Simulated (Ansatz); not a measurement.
## Cu2O (Cuprite) under changes of volume

One of the cells (12.885 Å³/atom); the others are scaled copies at fixed shape and fractional positions:

```
CELL_PARAMETERS angstrom
4.26000 0.00000 0.00000
0.00000 4.26000 0.00000
0.00000 0.00000 4.26000
ATOMIC_POSITIONS crystal
Cu 0.75000 0.25000 0.75000
Cu 0.75000 0.75000 0.25000
Cu 0.25000 0.75000 0.75000
Cu 0.25000 0.25000 0.25000
O 0.50000 0.50000 0.50000
O 0.00000 0.00000 0.00000
```

```yaml
Program: Ansatz 0.2.0
Functional: r2SCAN
Dispersion: D4
Potentials_or_basis: Ansatz PAW
Cutoff: "500 eV (not typed: the program's choice for these potentials)"
k_mesh: 6 × 6 × 6
Occupations: fermi-dirac, width 0.05 eV
Spin: no spin polarisation
```

```tsv
volume (Å³/atom)	energy over the lowest point (meV/atom)	pressure (GPa)	gap on the mesh (eV)
12.112	?	?	?
12.369	2.21	2.8	0.87
12.627	0.00	0.0	0.82
12.885	2.15	-2.6	0.77
13.142	8.13	-4.8	0.73
13.400	17.52	-6.8	0.68
13.658	29.98	-8.6	0.65
```

Q: What does the run at 12.112 Å³/atom give?

A: Energy over the lowest point 9.23 meV/atom; pressure 6.0 GPa; gap on the mesh 0.92 eV.

Worked out: A Birch-Murnaghan fit of order 3 (a polynomial in V^(-2/3)) to the other rows has its minimum at 12.62 Å³/atom with B0 = V·E''(V) = 132 GPa and B' = 4.9. It gives 9.27 meV/atom at 12.112 Å³/atom, against the run's 9.23, and -dE/dV = 6.0 GPa, against 6.0. A straight line through the other rows of the gap, of slope -2.25 eV per unit of ln V (its deformation potential), extrapolates to 0.91 eV, against the run's 0.92.

Energies are extrapolated to zero smearing.

Caveats: the PAW data sets come from PBE, with cores solved anew for the run's functional, which leaves a small shift of forces and pressure.

A mesh can miss the band edges.
